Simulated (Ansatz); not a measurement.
**Ge: single point with PBE**

Ge:

```xyz
2
Lattice="1.4881 -2.5947 0.0000 1.4881 2.5947 0.0000 0.0000 0.0000 4.7276" Properties=species:S:1:pos:R:3 pbc="T T T"
Ge    1.4881    0.8643    1.1819
Ge    1.4881   -0.8643    3.5457
```

This isn't the form of Ge at room conditions, which is diamond.

```json
{
 "Program": "Ansatz 0.2.0",
 "Task": "single point",
 "Functional": "PBE",
 "Potentials or basis": "Ansatz PAW",
 "Cutoff": "420 eV (not typed: the program's choice for these potentials)",
 "k mesh": "10 × 10 × 6",
 "Occupations": "gaussian, width 0.019 eV",
 "Spin": "no spin polarisation"
}
```

```json
{
  "Pressure": "4.3 GPa",
  "Largest force": "0.014 eV/Å",
  "Band gap on the k mesh": "none (metal or under the smearing width)"
}
```

Forces in eV/Å, atoms in the order of the input:
```
Ge   0.000  0.014  0.000
Ge   0.000 -0.014  0.000
```

Stress tensor (GPa, compression positive):
```
3.14 0.00 0.00
0.00 4.37 0.00
0.00 0.00 5.47
```

Levels at points of the mesh, in eV from the Fermi level:
| k point | band 10 | band 11 | band 12 | band 13 | band 14 | band 15 | band 16 | band 17 | band 18 |
| --- | --- | --- | --- | --- | --- | --- | --- | --- | --- |
| (0.00, 0.00, 0.00) | -24.53 | -13.35 | -7.45 | -5.52 | 6.63 | 6.74 | 8.71 | 8.83 | 10.14 |
| (0.00, 0.00, -0.50) | -24.56 | -11.67 | -11.67 | 1.90 | 1.90 | 7.77 | 7.77 | 7.88 | 7.88 |
| (0.00, -0.50, 0.00) | -24.52 | -8.42 | -7.09 | -2.25 | -1.24 | -0.87 | 1.45 | 2.46 | 6.43 |
| (0.00, -0.50, -0.50) | -24.53 | -6.97 | -6.97 | -4.91 | -4.91 | 4.12 | 4.12 | 5.09 | 5.09 |
| (-0.50, -0.50, 0.00) | -24.52 | -8.49 | -7.13 | -2.29 | -1.27 | -0.93 | 1.42 | 2.61 | 6.57 |
| (-0.50, -0.50, -0.50) | -24.53 | -7.04 | -7.04 | -4.94 | -4.94 | 4.27 | 4.27 | 5.11 | 5.11 |

Wall time 2.4 s on 2 threads of Arm Neoverse V2 (shared host), peak memory 0.34 GiB.
